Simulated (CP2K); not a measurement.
Ti2C:

```
Ti C
1.0
     5.13200    0.00000    0.00000
     4.20692    2.93926    0.00000
     4.20692    1.32405    2.62414
Ti C
2 1
Direct
  0.75450 0.75450 0.75450
  0.24550 0.24550 0.24550
  0.50000 0.50000 0.50000
```

The cell comes from a database or a generator and needn't be the stable form of this composition.

Base run:

- Program: CP2K 2026.2
- Functional: TASK
- Potentials or basis: POTENTIAL_UZH Ti GTH-SCAN-q12, C GTH-SCAN-q4; TZVP-MOLOPT-SCAN-GTH basis
- Density cutoff: 9184 eV
- k mesh: 10 × 10 × 10
- Occupations: fermi-dirac, width 0.01 eV
- Spin: no spin polarisation

Its results: band gap on the k mesh none (metal or under the smearing width); pressure 6.9 GPa; largest force 0.103 eV/Å.

Q: The run is repeated on the same cell with these changes: functional from TASK to SCAN; ngrids from 5 to 4. What comes out?

A: Band gap on the k mesh none (metal or under the smearing width); pressure -0.6 GPa; largest force 0.334 eV/Å.

Caveats: the basis of atomic orbitals isn't converged, which shifts pressures, moduli and gaps; the potentials were made for another functional, which shifts forces and pressure (some runs).
